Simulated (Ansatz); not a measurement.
# Dielectric response of LiF (110) films, part 2 of 5

How well do thin rocksalt LiF (110) films screen a perpendicular field?

Ansatz 0.2.0; plane-wave DFT, PBE, Ansatz PAW (the session's first sound run).

So far. Step 2 (Relaxing the film, 10 atoms, units 5): The gap is 6.05 eV, with the valence edge 7.14 eV and the conduction edge 1.09 eV under the upper vacuum level. Step 3 (The relaxed film, single point, 10 atoms, units 5): The gap is 6.05 eV, with the valence edge 7.14 eV and the conduction edge 1.09 eV under the upper vacuum level.

## (4) Atoms held, 10 atoms, units 5, field 0.1 V/Å

A sawtooth potential applies the field, turning back in the middle of the vacuum. With the dipole correction the typed value is the field outside the slab. The induced dipole is small, so the SCF threshold is tight.

The input, input.yaml:

```yaml
crystal:
  lattice:
    - [2.84964033, 0.0, 0.0]
    - [0.0, 4.03, 0.0]
    - [0.0, 0.0, 23.6992806564]
  atoms:
    - { symbol: Li, position: [0.5, 0.5, 0.3852992913] }
    - { symbol: F, position: [0.5, 0.0, 0.3797772186] }
    - { symbol: Li, position: [0.0, 0.0, 0.4354315921] }
    - { symbol: F, position: [0.0, 0.5, 0.4379992862] }
    - { symbol: Li, position: [0.5, 0.5, 0.5] }
    - { symbol: F, position: [0.5, 0.0, 0.499999996] }
    - { symbol: Li, position: [0.0, 0.0, 0.5645684098] }
    - { symbol: F, position: [0.0, 0.5, 0.5620007112] }
    - { symbol: Li, position: [0.5, 0.5, 0.6147007103] }
    - { symbol: F, position: [0.5, 0.0, 0.6202227844] }
kpoints:
  mp_grid: { grid: [10, 6, 1] }
hamiltonian:
  xc: pbe
scf:
  occupations: { method: fixed }
  convergence: { dr2_threshold: 1.0e-10 }
efield:
  axis: 3
  dipole_correction: true
  ramp_position: 0.97
  ramp_width: 0.06
  amplitude: 0.1
output:
  write_potential: true
  write_density: true
  volumetric_format: npy
```

On the command line:

```sh
$ ansatz run input.yaml --threads 8 --pin off --max-ram 12288MiB --backend cpu --events-out ev --progress --plain --runs-dir out
```

Numbers of over 12 decimals in the logs are rounded to 6 here.

The program printed:

```text
[...]
Crystal: 10 atoms, lattice volume = 272.164 Å³
Basis set: ecut = 420 eV, 5335 PW (Γ)
Bands: 35, of which v1, the nominal top of the filled ones, is band 25 counted from 1 (24 counted from 0)
Symmetry: 4 space group operations
k-points: 24 of 60
[...]
SCF iter   1: F=—  HF=-5084.016640 eV  |F-HF|=—  |Δ(HF+E_count)|=         —  Δρ=6.49e-2  dr2=1.21e1  ethr=3.10e-3  p=0.054 e·Å  D=3.58e-2 V/Å  ΔV_dip=-0.85 eV  dr2_dipole=8.89e-4  V_vac-E_F(+/−)=15.54/14.23 eV  ⟨swp⟩=5.5  Hψ=3384  notcnv=0  defer=181
[...]
SCF iter  12: F=-5079.766508 eV  HF=-5079.766508 eV  |F-HF|=1.46e-11  |Δ(HF+E_count)|=  8.82e-11  Δρ=9.11e-8  dr2=8.09e-12  ethr=1.00e-12  p=0.026 e·Å  D=1.73e-2 V/Å  ΔV_dip=-0.41 eV  dr2_dipole=4.96e-15  V_vac-E_F(+/−)=7.86/6.11 eV  ⟨swp⟩=15.9  Hψ=4752  notcnv=0
SCF 1 converged in 12 iterations: F = -5079.766508 eV  dr2 = 8.09e-12
[...]
SCF converged after 12 iterations
[...]
Free energy (F): -5079.766508 eV
[...]
Internal energy: -5079.766508 eV  (E = F + TS)
E sigma→0 (E₀):  -5079.766508 eV
Fermi energy:    -4.333982 eV
Dipole field:    D = 0.017286 V/Å  (p = 0.025999 e·Å, saw-weighted, corrected)
Work function:   not extracted (applied field tilts the vacuum); planar V_es + V_field profile in the machine report
[...]
--- Band table (eV; the first three rows and the last of 24) ---
  k-point 0: bands = [... 21 lower, -5.0627, -5.0238, -4.6061, -4.3340, 1.3193, 1.8730, 2.4369, 3.5329, ... 6 higher]
  k-point 1: bands = [... 21 lower, -5.0855, -5.0065, -4.6151, -4.3426, 1.5571, 2.1083, 2.6908, 3.7813, ... 6 higher]
  k-point 2: bands = [... 21 lower, -5.1395, -4.9796, -4.6325, -4.3595, 2.2364, 2.7741, 3.4400, 4.4915, ... 6 higher]
  k-point 23: bands = [... 21 lower, -5.3623, -5.2987, -5.1478, -4.7938, 4.7223, 5.3387, 6.3211, 7.2145, ... 6 higher]
```

Wall time 6.7 s (8 threads of Arm Neoverse N1, shared host); peak memory 0.78 GiB; 50 s of CPU time.

This step gave:

* gap on the k-mesh: 5.653 eV
* dipole along the normal: 0.02600 e·Å

The dipole is 0.0260 e·Å, and the gap on the mesh 5.653 eV.

## (5) Atoms held, 10 atoms, units 5, field -0.1 V/Å

input.yaml, as its differences from that of step 4:

```diff
@@ -28,3 +28,3 @@
   ramp_width: 0.06
-  amplitude: 0.1
+  amplitude: -0.1
 output:
```

The program printed:

```text
[...]
Crystal: 10 atoms, lattice volume = 272.164 Å³
Basis set: ecut = 420 eV, 5335 PW (Γ)
Bands: 35, of which v1, the nominal top of the filled ones, is band 25 counted from 1 (24 counted from 0)
Symmetry: 4 space group operations
k-points: 24 of 60
[...]
k-point 0: bands = [... 21 lower, -5.0627, -5.0238, -4.6061, -4.3340, 1.3193, 1.8730, 2.4369, 3.5329, ... 6 higher]
  k-point 1: bands = [... 21 lower, -5.0855, -5.0065, -4.6151, -4.3426, 1.5571, 2.1083, 2.6908, 3.7813, ... 6 higher]
  k-point 2: bands = [... 21 lower, -5.1395, -4.9796, -4.6325, -4.3595, 2.2364, 2.7741, 3.4400, 4.4915, ... 6 higher]
  k-point 23: bands = [... 21 lower, -5.3623, -5.2987, -5.1478, -4.7938, 4.7223, 5.3387, 6.3211, 7.2144, ... 6 higher]
[key lines of the parts left out:]
SCF converged after 12 iterations
Free energy (F): -5079.766508 eV
Fermi energy:    -4.333980 eV
Dipole field:    D = -0.017285 V/Å  (p = -0.025999 e·Å, saw-weighted, corrected)
```

The job ended after 6.7 s (8 threads; peak memory 0.78 GiB; 50 s of CPU time).

The dipole is -0.0260 e·Å, and the gap on the mesh 5.653 eV.

## (6) Response with the atoms held, 10 atoms, units 5

This step: plane-wave DFT, PBE, Ansatz PAW; response to a field along the normal, atoms held (Ansatz 0.2.0).

The two fields give this film's response with the atoms held: the electronic part.

This step gave:

- equivalent conductor thickness p/(ε₀AE): 4.097 Å
- distance between the outer atoms: 5.698 Å
- thickness: 7.124 Å

Local field over the applied field, running mean. From the potentials at -0.1 and 0.1 V/Å; running mean over 1.425 Å, taken twice. Table of local field over applied field by z:

```tsv
z (Å)	local field over applied field
4.15	1.000
4.59	1.000
5.04	0.999
5.33	0.999
5.78	0.996
6.22	0.989
6.67	0.972
7.11	0.931
7.41	0.885
7.85	0.786
8.29	0.663
8.74	0.550
9.18	0.478
9.63	0.453
9.92	0.456
10.37	0.472
10.81	0.486
11.26	0.489
11.70	0.488
12.00	0.488
12.44	0.489
12.89	0.486
13.33	0.472
13.78	0.456
14.07	0.453
14.52	0.478
14.96	0.550
15.40	0.663
15.85	0.786
16.29	0.885
16.59	0.931
17.03	0.972
17.48	0.989
17.92	0.996
18.37	0.999
18.66	0.999
19.11	1.000
19.55	1.000
```

The induced electron density oscillates, so the rows of the table below give means over windows of 0.5 Å about each position, cut where the curve ends. Its maxima inside the range that stand out by 2 % of the span (Å: e/Å³ per V/Å): 8.29: 0.00266, 9.04: 0.0012, 9.92: -3.1e-4, 10.52: 1.1e-4, 11.26: 5.0e-4, 12.00: 3.7e-4, 12.89: 2.3e-4, 13.48: 7.9e-4, 14.07: 6.3e-4, 14.81: -6.1e-4. Its minima: 8.89: 6.1e-4, 9.63: -6.3e-4, 10.22: -7.9e-4, 10.81: -2.3e-4, 11.70: -3.7e-4, 12.44: -5.0e-4, 13.18: -1.1e-4, 13.78: 3.1e-4, 14.66: -0.0012, 15.40: -0.00266.

Electrons, planar mean, per unit field. The induced electron density by z; means over each step:

```tsv
z (Å)	induced electron density (e/Å³ per V/Å)
4.5	8.4e-7
5.0	3.2e-6
5.5	1.1e-5
6.0	3.9e-5
6.5	1.3e-4
7.0	3.7e-4
7.5	9.9e-4
8.0	0.00208
8.5	0.00203
9.0	8.7e-4
9.5	-2.8e-4
10.0	-5.0e-4
10.5	-1.8e-4
11.0	1.9e-5
11.5	1.3e-4
12.0	3.5e-5
12.5	-2.5e-4
13.0	8.0e-5
13.5	5.1e-4
14.0	4.7e-4
14.5	-6.0e-4
15.0	-0.00131
15.5	-0.00242
16.0	-0.00139
16.5	-5.6e-4
17.0	-1.9e-4
17.5	-6.3e-5
18.0	-1.9e-5
18.5	-5.2e-6
19.0	-1.4e-6
19.5	-4.8e-7
```

By hand: between -0.1 and 0.1 V/Å the dipole changes by 0.05200 e·Å, a slope of 0.2600 e·Å²/V. A perfect conductor of thickness t has p = ε₀AEt, so t = 180.95 × 0.2600 / 11.484 = 4.10 Å (e/ε₀ = 180.95 V·Å, A in Å²).

The induced dipole is that of a conductor 4.10 Å thick.

## (7) Relaxing in the field, 10 atoms, field 0.05 V/Å

This step: plane-wave DFT, PBE, Ansatz PAW (Ansatz 0.2.0).

Now the atoms may follow the field. A weak field makes forces of meV/Å to tens of meV/Å, so the force tolerance is set well below the usual one.

input.yaml, as its differences from that of step 5:

```diff
@@ -28,3 +28,6 @@
   ramp_width: 0.06
-  amplitude: -0.1
+  amplitude: 0.05
+relax:
+  f_tol: 0.0006
+  max_steps: 70
 output:
```

The program printed:

```text
[...]
Crystal: 10 atoms, lattice volume = 272.164 Å³
Basis set: ecut = 420 eV, 5335 PW (Γ), exchange–correlation on 40×54×320 points (8 copies of the dense FFT grid, shifted against one another)
Bands: 35, of which v1, the nominal top of the filled ones, is band 25 counted from 1 (24 counted from 0)
Symmetry: 4 space group operations
k-points: 24 of 60
[...]
SCF iter   1: F=—  HF=-5084.014986 eV  |F-HF|=—  |Δ(HF+E_count)|=         —  Δρ=6.48e-2  dr2=1.21e1  ethr=3.10e-3  p=0.027 e·Å  D=1.79e-2 V/Å  ΔV_dip=-0.42 eV  dr2_dipole=2.22e-4  V_vac-E_F(+/−)=15.22/14.56 eV  ⟨swp⟩=5.5  Hψ=3382  notcnv=0  defer=178
[...]
SCF iter  12: F=-5079.765541 eV  HF=-5079.765541 eV  |F-HF|=4.00e-11  |Δ(HF+E_count)|=  1.01e-10  Δρ=8.45e-8  dr2=6.39e-12  ethr=1.00e-12  p=0.013 e·Å  D=8.64e-3 V/Å  ΔV_dip=-0.20 eV  dr2_dipole=3.89e-15  V_vac-E_F(+/−)=7.50/6.62 eV  ⟨swp⟩=7.0  Hψ=3722  notcnv=0
SCF 1 converged in 12 iterations: F = -5079.765541 eV  dr2 = 6.39e-12
[...]
relax step   1: F+E_penalty+E_count = -5079.76554132 eV  Δ(F+E_penalty+E_count) = +0.000e0 eV  max|allowed force component| = 2.663e-2 eV/Å  Δτ_max = 0.0000 Å  (12 SCF iters, accepted)
[...]
SCF iter   6: F=-5079.765725 eV  HF=-5079.765725 eV  |F-HF|=1.27e-10  |Δ(HF+E_count)|=   1.00e-9  Δρ=2.60e-7  dr2=8.64e-11  ethr=1.00e-12  p=0.018 e·Å  D=1.22e-2 V/Å  ΔV_dip=-0.29 eV  dr2_dipole=3.89e-14  V_vac-E_F(+/−)=7.48/6.69 eV  ⟨swp⟩=5.4  Hψ=4297  notcnv=0
SCF 2 converged in 6 iterations: F = -5079.765725 eV  dr2 = 8.64e-11
[...]
relax step   2: F+E_penalty+E_count = -5079.76572549 eV  Δ(F+E_penalty+E_count) = -1.842e-4 eV  max|allowed force component| = 1.666e-2 eV/Å  Δτ_max = 0.0023 Å  (6 SCF iters, accepted)
SCF iter   1: F=—  HF=-5079.765808 eV  |F-HF|=—  |Δ(HF+E_count)|=         —  Δρ=6.49e-5  dr2=6.06e-5  ethr=4.35e-7  p=0.018 e·Å  D=1.22e-2 V/Å  ΔV_dip=-0.29 eV  dr2_dipole=2.49e-5  V_vac-E_F(+/−)=7.49/6.69 eV  ⟨swp⟩=2.9  Hψ=1663  notcnv=0  defer=192
[...]
SCF iter   6: F=-5079.765787 eV  HF=-5079.765787 eV  |F-HF|=3.55e-11  |Δ(HF+E_count)|=  6.00e-10  Δρ=2.27e-7  dr2=5.96e-11  ethr=1.00e-12  p=0.023 e·Å  D=1.50e-2 V/Å  ΔV_dip=-0.36 eV  dr2_dipole=4.88e-12  V_vac-E_F(+/−)=7.48/6.75 eV  ⟨swp⟩=5.0  Hψ=4122  notcnv=0
SCF 3 converged in 6 iterations: F = -5079.765787 eV  dr2 = 5.96e-11
relax step   3: F+E_penalty+E_count = -5079.76578712 eV  Δ(F+E_penalty+E_count) = -6.163e-5 eV  max|allowed force component| = 2.546e-3 eV/Å  Δτ_max = 0.0010 Å  (6 SCF iters, accepted)
SCF iter   1: F=—  HF=-5079.765769 eV  |F-HF|=—  |Δ(HF+E_count)|=         —  Δρ=1.32e-5  dr2=1.14e-6  ethr=9.14e-8  p=0.023 e·Å  D=1.50e-2 V/Å  ΔV_dip=-0.36 eV  dr2_dipole=1.72e-7  V_vac-E_F(+/−)=7.48/6.75 eV  ⟨swp⟩=2.2  Hψ=1492  notcnv=0  defer=130
[...]
SCF iter   5: F=-5079.765789 eV  HF=-5079.765789 eV  |F-HF|=1.06e-10  |Δ(HF+E_count)|=  5.73e-11  Δρ=1.71e-7  dr2=2.50e-11  ethr=1.00e-12  p=0.023 e·Å  D=1.52e-2 V/Å  ΔV_dip=-0.36 eV  dr2_dipole=1.08e-15  V_vac-E_F(+/−)=7.48/6.76 eV  ⟨swp⟩=7.1  Hψ=3781  notcnv=0
SCF 4 converged in 5 iterations: F = -5079.765789 eV  dr2 = 2.50e-11
relax step   4: F+E_penalty+E_count = -5079.76578881 eV  Δ(F+E_penalty+E_count) = -1.686e-6 eV  max|allowed force component| = 5.002e-4 eV/Å  Δτ_max = 0.0004 Å  (5 SCF iters, accepted)
NSCF: frozen V_eff on 24 k-points
[...]
SCF converged after 5 iterations
[...]
Free energy (F): -5079.765789 eV
[...]
Internal energy: -5079.765789 eV  (E = F + TS)
E sigma→0 (E₀):  -5079.765789 eV
Fermi energy:    -4.460433 eV
Dipole field:    D = 0.015235 V/Å  (p = 0.022914 e·Å, saw-weighted, corrected)
Work function:   not extracted (applied field tilts the vacuum); planar V_es + V_field profile in the machine report
[...]
--- Forces (eV/Å), atoms counted from 1 ---
  atom   1  Li     0.00000000     0.00000000    -0.00033660
  atom   2  F      0.00000000     0.00000000    -0.00009683
  atom   3  Li     0.00000000     0.00000000     0.00049940
  atom   4  F      0.00000000     0.00000000     0.00017702
  atom   5  Li     0.00000000     0.00000000    -0.00036637
  atom   6  F      0.00000000     0.00000000    -0.00010187
  atom   7  Li     0.00000000     0.00000000     0.00040281
  atom   8  F      0.00000000     0.00000000     0.00009874
  atom   9  Li     0.00000000     0.00000000    -0.00024407
  atom  10  F      0.00000000     0.00000000    -0.00004015
  max |Σ_I F_I| component: 7.90e-6 eV/Å
--- Band table (eV; the first three rows and the last of 24) ---
  k-point 0: bands = [... 21 lower, -5.0632, -5.0618, -4.4781, -4.4604, 1.5368, 1.6743, 2.7265, 3.4023, ... 6 higher]
  k-point 1: bands = [... 21 lower, -5.0844, -5.0554, -4.4870, -4.4693, 1.7758, 1.9080, 2.9823, 3.6504, ... 6 higher]
  k-point 2: bands = [... 21 lower, -5.1378, -5.0619, -4.5060, -4.4848, 2.4534, 2.5742, 3.7382, 4.3701, ... 6 higher]
  k-point 23: bands = [... 21 lower, -5.2996, -5.2723, -5.2582, -4.8234, 4.7571, 5.3108, 6.3267, 7.4107, ... 6 higher]
--- Relaxed structure (4 steps of the walk, 4 accepted, 0 SCFs on fresh bases) ---
  F+E_penalty+E_count = -5079.76578881 eV   max|allowed force component| = 5.002e-4 eV/Å
  atoms:
    - { symbol: Li, position: [0.5, 0.500000, 0.385401] }
    - { symbol: F, position: [0.5, 0.0, 0.379643] }
    - { symbol: Li, position: [0.0, 0.0, 0.435457] }
    - { symbol: F, position: [0.0, 0.500000, 0.437967] }
    - { symbol: Li, position: [0.5, 0.500000, 0.500112] }
    - { symbol: F, position: [0.5, 0.0, 0.499886] }
    - { symbol: Li, position: [0.0, 0.0, 0.564610] }
    - { symbol: F, position: [0.0, 0.500000, 0.561981] }
    - { symbol: Li, position: [0.5, 0.500000, 0.614827] }
    - { symbol: F, position: [0.5, 0.0, 0.620116] }
```

Run time: 14 s. Hardware: 8 threads; peak memory 0.75 GiB.

No atom moved by 0.005 Å in the relaxation.

This step gave:

| Quantity | Value |
| --- | --- |
| gap on the k-mesh | 5.997 eV |
| dipole along the normal | 0.02291 e·Å |

The relaxation took 4 steps and lowered the energy by 2.5e-4 eV; the largest force on the free atoms ends at 5.0e-4 eV/Å.

The dipole is 0.0229 e·Å, and the gap on the mesh 5.997 eV.

## (8) Field on, atoms free, 10 atoms, field -0.05 V/Å

The opposite sign, again from the field-free geometry; the difference of the two cancels what relaxes without a field.

input.yaml, as its differences from that of step 7:

```diff
@@ -28,3 +28,3 @@
   ramp_width: 0.06
-  amplitude: 0.05
+  amplitude: -0.05
 relax:
```

The program printed:

```text
[...]
Crystal: 10 atoms, lattice volume = 272.164 Å³
Basis set: ecut = 420 eV, 5335 PW (Γ), exchange–correlation on 40×54×320 points (8 copies of the dense FFT grid, shifted against one another)
Bands: 35, of which v1, the nominal top of the filled ones, is band 25 counted from 1 (24 counted from 0)
Symmetry: 4 space group operations
k-points: 24 of 60
[...]
- { symbol: F, position: [0.5, 0.0, 0.379884] }
    - { symbol: Li, position: [0.0, 0.0, 0.435390] }
    - { symbol: F, position: [0.0, 0.500000, 0.438019] }
    - { symbol: Li, position: [0.5, 0.500000, 0.499888] }
    - { symbol: F, position: [0.5, 0.0, 0.500114] }
    - { symbol: Li, position: [0.0, 0.0, 0.564543] }
    - { symbol: F, position: [0.0, 0.500000, 0.562033] }
    - { symbol: Li, position: [0.5, 0.500000, 0.614599] }
    - { symbol: F, position: [0.5, 0.0, 0.620357] }
[key lines of the parts left out:]
SCF converged after 5 iterations
Free energy (F): -5079.765789 eV
Fermi energy:    -4.460432 eV
Dipole field:    D = -0.015234 V/Å  (p = -0.022914 e·Å, saw-weighted, corrected)
```

The job ended after 14 s (8 threads; peak memory 0.76 GiB; 1.8 min of CPU time).

No atom moved by 0.005 Å in the relaxation.

The relaxation took 4 steps and lowered the energy by 2.5e-4 eV; the largest force on the free atoms ends at 5.0e-4 eV/Å.

The dipole is -0.0229 e·Å, and the gap on the mesh 5.997 eV.

## (9) Response with the atoms relaxed, 10 atoms, units 5

This step: plane-wave DFT, PBE, Ansatz PAW; response to a field along the normal, atoms relaxed (Ansatz 0.2.0).

The two relaxed runs give the static response.

Numbers from this step:

```
equivalent conductor thickness p/(ε₀AE) : 7.221 Å
distance between the outer atoms        : 5.699 Å
```

Local field over the applied field, running mean. From the potentials at -0.05 and 0.05 V/Å; running mean over 1.425 Å, taken twice. Table of local field over applied field by z:

```tsv
z (Å)	local field over applied field
4.5	1.000
5.0	0.999
5.5	0.998
6.0	0.993
6.5	0.976
7.0	0.891
7.5	0.704
8.0	0.515
8.5	0.332
9.0	0.181
9.5	0.0322
10.0	0.0221
10.5	0.0673
11.0	0.124
11.5	0.121
12.0	0.124
12.5	0.120
13.0	0.0950
13.5	0.0287
14.0	0.0181
14.5	0.111
15.0	0.282
15.5	0.432
16.0	0.632
16.5	0.816
17.0	0.958
17.5	0.989
18.0	0.997
18.5	0.999
19.0	1.000
19.5	1.000
```

The induced dipole is that of a conductor 7.22 Å thick.

## (10) Relaxation, 16 atoms, units 8

This step: plane-wave DFT, PBE, Ansatz PAW (Ansatz 0.2.0).

System of this step: LiF (110), 8 units. The cell holds 16 atoms: 8 Li and 8 F. Its edges and angles: a = 2.850 Å, b = 4.030 Å, c = 27.974 Å, α = 90.0°, β = 90.0°, γ = 90.0°. It derives from LiF (rocksalt LiF). Vacuum lies along c.

The next thickness, treated alike, so that differences show the interior and the faces cancel.

The input, input.yaml:

```yaml
crystal:
  lattice:
    - [2.84964033, 0.0, 0.0]
    - [0.0, 4.03, 0.0]
    - [0.0, 0.0, 27.9737411486]
  atoms:
    - { symbol: Li, position: [0.5, 0.5, 0.3217302953] }
    - { symbol: F, position: [0.5, 0.0, 0.3217302953] }
    - { symbol: Li, position: [0.0, 0.0, 0.3726644966] }
    - { symbol: F, position: [0.0, 0.5, 0.3726644966] }
    - { symbol: Li, position: [0.5, 0.5, 0.423598698] }
    - { symbol: F, position: [0.5, 0.0, 0.423598698] }
    - { symbol: Li, position: [0.0, 0.0, 0.4745328993] }
    - { symbol: F, position: [0.0, 0.5, 0.4745328993] }
    - { symbol: Li, position: [0.5, 0.5, 0.5254671007] }
    - { symbol: F, position: [0.5, 0.0, 0.5254671007] }
    - { symbol: Li, position: [0.0, 0.0, 0.576401302] }
    - { symbol: F, position: [0.0, 0.5, 0.576401302] }
    - { symbol: Li, position: [0.5, 0.5, 0.6273355034] }
    - { symbol: F, position: [0.5, 0.0, 0.6273355034] }
    - { symbol: Li, position: [0.0, 0.0, 0.6782697047] }
    - { symbol: F, position: [0.0, 0.5, 0.6782697047] }
kpoints:
  mp_grid: { grid: [10, 6, 1] }
hamiltonian:
  xc: pbe
scf:
  occupations: { method: fixed }
  convergence: { dr2_threshold: 1.0e-09 }
efield:
  axis: 3
  dipole_correction: true
  ramp_position: 0.97
  ramp_width: 0.06
relax:
  f_tol: 0.003
  max_steps: 100
output:
  write_potential: true
  write_density: true
  volumetric_format: npy
```

The program printed:

```text
[...]
Crystal: 16 atoms, lattice volume = 321.252 Å³
Basis set: ecut = 420 eV, 6313 PW (Γ), exchange–correlation on 40×54×384 points (8 copies of the dense FFT grid, shifted against one another)
Bands: 56, of which v1, the nominal top of the filled ones, is band 40 counted from 1 (39 counted from 0)
Symmetry: 4 space group operations
k-points: 24 of 60
[...]
- { symbol: Li, position: [0.5, 0.5, 0.526743] }
    - { symbol: F, position: [0.5, 0.0, 0.525960] }
    - { symbol: Li, position: [0.0, 0.0, 0.575983] }
    - { symbol: F, position: [0.0, 0.5, 0.577240] }
    - { symbol: Li, position: [0.5, 0.5, 0.632985] }
    - { symbol: F, position: [0.5, 0.0, 0.630185] }
    - { symbol: Li, position: [0.0, 0.0, 0.674481] }
    - { symbol: F, position: [0.0, 0.5, 0.679468] }
[key lines of the parts left out:]
SCF converged after 7 iterations
Free energy (F): -8128.290509 eV
Fermi energy:    -3.569358 eV
Dipole field:    D = 0.000000 V/Å  (p = 0.000000 e·Å, saw-weighted, corrected)
Work function:   Φ+ = 7.2007 eV   Φ− = 7.2008 eV
```

Run time: 39 s. Hardware: 8 threads; peak memory 1.1 GiB.

The steps of the relaxation:

```tsv
step	energy less that of the first step (eV)	largest force component (eV/Å)
1	0.0000	0.6564
2	-0.0798	0.3577
3	-0.1449	0.1535
4	-0.1595	0.0499
5	-0.1610	0.0030
```

The run keeps the 4 symmetry operations that it works with, so distortions that break them were not tested.

The atoms that moved most (Å):

```tsv
atom	dx	dy	dz	length
Li13	0.000	0.000	0.158	0.158
Li3	0.000	0.000	-0.158	0.158
Li1	0.000	0.000	0.106	0.106
Li15	0.000	0.000	-0.106	0.106
F4	0.000	0.000	-0.080	0.080
F14	0.000	0.000	0.080	0.080
Li9	0.000	0.000	0.036	0.036
Li7	0.000	0.000	-0.036	0.036
```

The relaxation took 5 steps and lowered the energy by 0.16 eV; the largest force on the free atoms ends at 0.0030 eV/Å.

The gap is 6.13 eV, with the valence edge 7.20 eV and the conduction edge 1.07 eV under the upper vacuum level.

[end of part 2 of 5]

[Logs are printed without paths, hosts, clocks, repeated set-up lines and the standing remarks that a program may print on its own settings, such as how far it seeks lower states.]

[Hosts, paths, dates, database ids (printed as entryN), source tags and the programs' standing remarks are cut or masked in the printed files.]

[Maps of the electrostatic potential energy from Ansatz leave out the sawtooth potential of an applied field or a dipole correction, so their vacuum need not be flat; planar profiles and work functions include it.]
